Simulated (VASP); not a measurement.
**Sn under changes of volume**

One of the cells (29.247 Å³/atom); the others are scaled copies at fixed shape and fractional positions:

```
CELL_PARAMETERS angstrom
-1.73797 1.78731 2.35383
1.73797 -1.78731 2.35383
1.73797 1.78731 -2.35383
ATOMIC_POSITIONS crystal
Sn 0.00000 0.00000 0.00000
```

This isn't the form of Sn at room conditions, which is tetragonal (white tin).

* Program: VASP 6.6.1
* Functional: PBE
* Potentials or basis: VASP PAW PBE potentials, release 64 (Sn_d)
* Cutoff: 520 eV
* k mesh: 11 × 11 × 11
* Occupations: fermi-dirac, width 0.05 eV
* Spin: no spin polarisation

```tsv
volume (Å³/atom)	energy over the lowest point (meV/atom)	pressure (GPa)
26.953	?	?
27.526	1.51	0.9
28.100	0.00	-0.2
29.247	7.13	-1.9
29.820	15.01	-2.6
30.394	25.35	-3.3
```

Task: What does the run at 26.953 Å³/atom give?

Result: Energy over the lowest point 6.98 meV/atom; pressure 2.0 GPa.

Worked out: A Birch-Murnaghan fit of order 3 (a polynomial in V^(-2/3)) to the other rows has its minimum at 28.05 Å³/atom with B0 = V·E''(V) = 49 GPa and B' = 4.9 at fixed shape and positions, which overstates the stiffness. It gives 6.98 meV/atom at 26.953 Å³/atom, against the run's 6.98, and -dE/dV = 2.1 GPa, against 2.0.

Energies are extrapolated to zero smearing.
